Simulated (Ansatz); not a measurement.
Here is an Ansatz 0.2.0 calculation.

The input input.yaml:

```yaml
crystal:
  lattice:
    - [4.160937, 0.0, 0.0]
    - [0.0, 4.160937, 0.0]
    - [0.0, 0.0, 3.887643]
  atoms:
    - { symbol: Cu, position: [0.5, 0.0, 0.5] }
    - { symbol: Cu, position: [0.0, 0.5, 0.5] }
    - { symbol: Cu, position: [0.0, 0.0, 0.0] }
    - { symbol: O, position: [0.0, 0.0, 0.5] }
    - { symbol: O, position: [0.5, 0.0, 0.0] }
    - { symbol: O, position: [0.0, 0.5, 0.0] }
hamiltonian:
  xc: r2scan
  pseudopotentials: { kind: paw }
kpoints:
  mp_grid: { grid: [7, 7, 7] }
  band_path:
    path:
      - [[0.0, 0.0, 0.0], [0.0, 0.5, 0.0], [0.5, 0.5, 0.0], [0.0, 0.0, 0.0], [0.0, 0.0, 0.5], [0.0, 0.5, 0.5], [0.5, 0.5, 0.5], [0.0, 0.0, 0.5]]
      - [[0.0, 0.5, 0.0], [0.0, 0.5, 0.5]]
      - [[0.5, 0.5, 0.0], [0.5, 0.5, 0.5]]
    npoints: 14
scf:
  occupations: { method: fermi_dirac, width: 0.05 }
  n_extra_bands: 15
output:
  forces: true
  stress: true
  eigenvalues: true
  fatbands: false
```

Potentials or basis: Ansatz PAW.

Launch:

```bash
$ ansatz run input.yaml --threads 2 --pin off --max-ram 5632MiB --backend cpu --events-out ev --progress --plain --runs-dir out
```

**Question.** Predict the pressure.

**Answer.** -4.8 GPa.

**Question.** Predict the band gap on the k mesh.

**Answer.** None (metal or under the smearing width).

Stress tensor (GPa, compression positive):
```
-3.64  0.00  0.00
 0.00 -3.64  0.00
 0.00  0.00 -7.05
```

Caveat: an odd number of electrons without spin polarisation forces a metal; a magnetic or distorted state may lie lower; the run has no spin polarisation, though such a crystal can be magnetic; semilocal functionals often make such compounds metallic where correlation or magnetic order opens a gap, which also shifts bond lengths; the PAW data sets come from PBE, with cores solved anew for the run's functional, which leaves a small shift of forces and pressure. With open d or f shells a metallic result of r2SCAN can be an artefact of self-interaction; +U or a hybrid may open a gap.
